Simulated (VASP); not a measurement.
MoS2 (strained database structure), PBE single-point calculation: Ansatz's output and VASP's

```xyz
3
Lattice="3.1060 0.0000 0.0000 -1.5530 2.6898 0.0000 0.0000 0.0000 6.6704" Properties=species:S:1:pos:R:3 pbc="T T T"
Mo    0.0000    0.0000    0.0000
S     0.0000    1.7932    1.5752
S     0.0000    1.7932    5.0952
```

Ansatz printed

```
SCF 1 converged in 7 iterations: F = -6762.710733 eV  dr2 = 4.21e-9
  greatest PAW one-centre occupation: 0.998 electrons in one spin orbital (limit 2), on the Mo atom at site 0 (counted from 0), in its partial waves of l = 0
NSCF: frozen V_eff on 7 k-points
SCF converged after 7 iterations
Free energy (F): -6762.710733 eV
Harris-Foulkes:  -6762.710733 eV  (|F-HF|=2.50e-8)
Internal energy: -6762.710733 eV  (E = F + TS)
E sigma→0 (E₀):  -6762.710733 eV
Fermi energy:    10.537810 eV
--- Per-component energies (eV) ---
  E_band       = -173.072597
  E_kinetic    = 658.839223
  E_local      = -2328.601680  (includes V_loc(G=0)·N_el)
  E_nonlocal   = 199.369810
  E_hartree    = 928.628998
  E_xc         = -379.544532
  E_vxc        = -406.387276  (∫ρ·V_xc dr)
  E_paw        = -4401.702025  (= ΣΔE_a)
  E_vpaw       = -153.550519  (= ΣTr[D̂ρ^β])
  E_aug_tail   = 0.000038  (compensation charges beyond the density's cutoff)
  E_ewald      = -1439.700565
  E_smearing   = -0.000000  (= −TS)
  E_closure    = 0.000000  (closes the sum)
  Σ components = -6762.710733   (vs F -6762.710733, Δ=0.00e0)
--- Forces (eV/Å), atoms counted from 1 ---
  atom   1  Mo    -0.00000000     0.00000000     0.00000000
  atom   2  S     -0.00000000    -0.00000000     0.15129833
  atom   3  S      0.00000000    -0.00000000    -0.15129833
  max |Σ_I F_I| component: 4.03e-17 eV/Å
--- Stress (GPa, compression-positive) ---
        7.785354       0.000000       0.000000
        0.000000       7.785354       0.000000
        0.000000       0.000000       4.467516
  P = ⅓ Tr σ = 6.6794 GPa (66.794 kbar)
--- Band table (eV; the first three rows and the last of 57) ---
  k-point 0: bands = ["-51.1764", "-25.3727", "-25.0661", "-25.0661", "-4.7927", "-3.3295", "3.4706", "7.0758", "7.0758", "8.2503", "8.2503", "8.3971", "8.9485", "12.6034", "12.6034", "12.7395", "12.7395"]
  k-point 1: bands = ["-51.1764", "-25.3727", "-25.0661", "-25.0661", "-4.7406", "-3.4217", "3.7235", "7.0799", "7.0799", "7.4987", "8.2419", "8.2419", "9.6027", "12.5634", "12.5634", "12.7925", "12.7925"]
  k-point 2: bands = ["-51.1764", "-25.3728", "-25.0661", "-25.0661", "-4.6814", "-3.5199", "4.0312", "6.8886", "7.0840", "7.0840", "8.2334", "8.2334", "9.9119", "12.5365", "12.5365", "12.8325", "12.8325"]
  k-point 56: bands = ["-51.1182", "-25.4222", "-25.3705", "-25.2624", "-2.4034", "-2.2567", "3.9151", "4.8573", "5.4146", "6.2808", "6.4722", "6.8997", "9.6583", "11.5772", "12.2846", "13.6335", "14.6410"]
```

Datasets and cutoffs are each program's own. VASP's cell holds 26 valence electrons and Ansatz's 26. Ansatz's stress includes a Pulay correction; VASP's doesn't.

Task: What does VASP give for the same cell and level of theory?

Result: gap between bands v and c 1.29 eV; least direct gap 1.92 eV; pressure 6.5 GPa; largest force 0.14 eV/Å.

From OUTCAR

```
k-points           NKPTS =     57   k-points in BZ     NKDIM =     57   number of bands    NBANDS=     20

   NELECT =      26.0000    total number of electrons

   dimension x,y,z NGX =    24 NGY =   24 NGZ =   50
   dimension x,y,z NGXF=    48 NGYF=   48 NGZF=  100

  energy-cutoff  :      520.00
  volume of cell :       55.73
      direct lattice vectors                 reciprocal lattice vectors
     3.105954304  0.000000000  0.000000000     0.321962238  0.185884985  0.000000000
    -1.552977152  2.689835331  0.000000000     0.000000000  0.371769970  0.000000000
     0.000000000  0.000000000  6.670408368     0.000000000  0.000000000  0.149915859

 k-points in reciprocal lattice and weights: KPOINTS created by Atomic Simulation Env
   0.00000000  0.00000000  0.00000000       0.002
   0.08333333 -0.00000000  0.00000000       0.010
   0.16666667  0.00000000  0.00000000       0.010
   0.25000000  0.00000000  0.00000000       0.010
   0.33333333 -0.00000000  0.00000000       0.010
   0.41666667 -0.00000000  0.00000000       0.010
   0.50000000  0.00000000  0.00000000       0.005
   0.08333333  0.08333333  0.00000000       0.010
   ...

 E-fermi :   7.1068

 k-point     1 :       0.0000    0.0000    0.0000
  band No.  band energies     occupation
      1     -54.4419      2.00000
      2     -28.6408      2.00000
      3     -28.3367      2.00000
      4     -28.3367      2.00000
      5      -8.0510      2.00000
      6      -6.5929      2.00000
      7       0.1880      2.00000
      8       3.8121      2.00000
      9       3.8121      2.00000
     10       4.9848      2.00000
     11       4.9848      2.00000
     12       5.1209      2.00000
     13       5.6770      2.00000
     14       9.3358      0.00000
     15       9.3358      0.00000
     16       9.4696      0.00000
     17       9.4696      0.00000
     18      12.8273      0.00000
     19      14.4410      0.00000
     20      15.9224      0.00000

 k-point     2 :       0.0833   -0.0000    0.0000
  band No.  band energies     occupation
      1     -54.4385      2.00000
      2     -28.6343      2.00000
      3     -28.3695      2.00000
      4     -28.3441      2.00000
      5      -7.9378      2.00000
      6      -6.5463      2.00000
      7       0.3170      2.00000
      8       3.5590      2.00000
      9       3.9298      2.00000
     10       4.3134      2.00000
     11       4.8056      2.00000
     12       5.5929      2.00000
     13       5.6843      2.00000
     14       9.0912      0.00000
     15       9.2243      0.00000
     16       9.3427      0.00000
     17       9.5275      0.00000
     18      13.3284      0.00000
     19      14.5889      0.00000
     20      16.4116      0.00000

 k-point     3 :       0.1667    0.0000    0.0000
  band No.  band energies     occupation
      1     -54.4291      2.00000
      2     -28.6165      2.00000
      3     -28.4583      2.00000
      4     -28.3643      2.00000
      5      -7.6145      2.00000
      6      -6.4137      2.00000
      7       0.6492      2.00000
      8       2.9690      2.00000
      9       3.5309      2.00000
     10       4.2559      2.00000
     11       4.3868      2.00000
     12       5.6176      2.00000
     13       5.6677      2.00000
     14       8.4339      0.00000
     15       9.0561      0.00000
     16       9.2709      0.00000
     17       9.9598      0.00000
     18      14.0870      0.00000
     19      15.2184      0.00000
     20      16.3984      0.00000

 k-point     4 :       0.2500    0.0000    0.0000
  band No.  band energies     occupation
      1     -54.4162      2.00000
      2     -28.5922      2.00000
      3     -28.5776      2.00000
      4     -28.3917      2.00000
      5      -7.1319      2.00000
      6      -6.2178      2.00000
      7       0.9541      2.00000
      8       2.3926      2.00000
      9       2.7553      2.00000
     10       3.9210      2.00000
     11       4.7052      2.00000
     12       5.3327      2.00000
     13       5.3383      2.00000
     14       8.1720      0.00000
     15       8.7953      0.00000
     16       9.7176      0.00000
     17      10.3949      0.00000
     18      14.1280      0.00000
     19      15.4104      0.00000
     20      15.8365      0.00000

 ...

  Total        2.6689384      2.6689384      1.4880890      0.0000000      0.0000000      0.0000000
  in kB       76.7319014     76.7319014     42.7825153      0.0000000      0.0000000      0.0000000
  external PRESSURE =      65.4154394 kB  Pullay stress =       0.0000000 kB

 POSITION                                       TOTAL-FORCE (eV/Angst)
 -----------------------------------------------------------------------------------
      0.00000      0.00000      0.00000        -0.000000     -0.000000      0.000000
      0.00000      1.79322      1.57520         0.000000     -0.000000      0.137226
      0.00000      1.79322      5.09521         0.000000      0.000000     -0.137226
 -----------------------------------------------------------------------------------
    total drift:                               -0.000000      0.000000     -0.000000

  FREE ENERGIE OF THE ION-ELECTRON SYSTEM (eV)
  ---------------------------------------------------
  free  energy   TOTEN  =       -21.7482619419 eV

  energy  without entropy=      -21.7482619419  energy(sigma->0) =      -21.74826194
```
